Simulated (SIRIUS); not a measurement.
# Bi in SIRIUS: convergence with smearing width

Crystal: Bi.

```
Bi
1.0
    -1.98143    1.98143    1.98143
     1.98143   -1.98143    1.98143
     1.98143    1.98143   -1.98143
Bi
1
Direct
  0.00000 0.00000 0.00000
```

This isn't the form of Bi at room conditions, which is rhombohedral.

| Quantity | Value |
| --- | --- |
| Program | SIRIUS 7.10.0 |
| Task | single point |
| Functional | LDA |
| Potentials or basis | PseudoDojo 0.4.1 LDA stringent (scalar relativistic) |
| Cutoff | 983 eV |
| Density cutoff | 3932 eV |
| k mesh | 9 × 9 × 9 |
| Occupations | cold, width 0.4 eV |
| Spin | no spin polarisation |

These are the settings of the first run; the series varies smearing width, with any setting tied to it.

Hardware: 1 thread of Arm Neoverse V2, on a shared host.

Question: The values tried are 0.4 eV, 0.3 eV, 0.2 eV, 0.136 eV, 0.1 eV, 0.05 eV, 0.025 eV, 0.01 eV, loosest first. From which on does the pressure stay within 0.1 GPa of the tightest run that finished?

Answer: From 0.2 eV on.

| smearing width | energy less the tightest run (meV/atom) | pressure (GPa) | SCF cycles | CPU time (s) | peak memory (GiB) |
| --- | --- | --- | --- | --- | --- |
| 0.4 eV | 3.70 | -4.38 | 15 | 29 | 0.27 |
| 0.3 eV | 1.10 | -4.41 | 15 | 29 | 0.27 |
| 0.2 eV | -0.96 | -4.32 | 15 | 29 | 0.27 |
| 0.136 eV | -0.99 | -4.28 | 15 | 29 | 0.27 |
| 0.1 eV | -0.83 | -4.28 | 15 | 29 | 0.27 |
| 0.05 eV | -0.37 | -4.23 | 15 | 29 | 0.27 |
| 0.025 eV | -0.10 | -4.24 | 15 | 29 | 0.27 |
| 0.01 eV | 0.00 | -4.24 | 15 | 29 | 0.27 |

Against the tightest run, the energy stays within 1 meV/atom from 0.2 eV on. Narrower smearing needs a denser k mesh, so at a fixed mesh the narrowest width isn't the most accurate. The tightest run that finished is the yardstick and may itself not be fully converged.
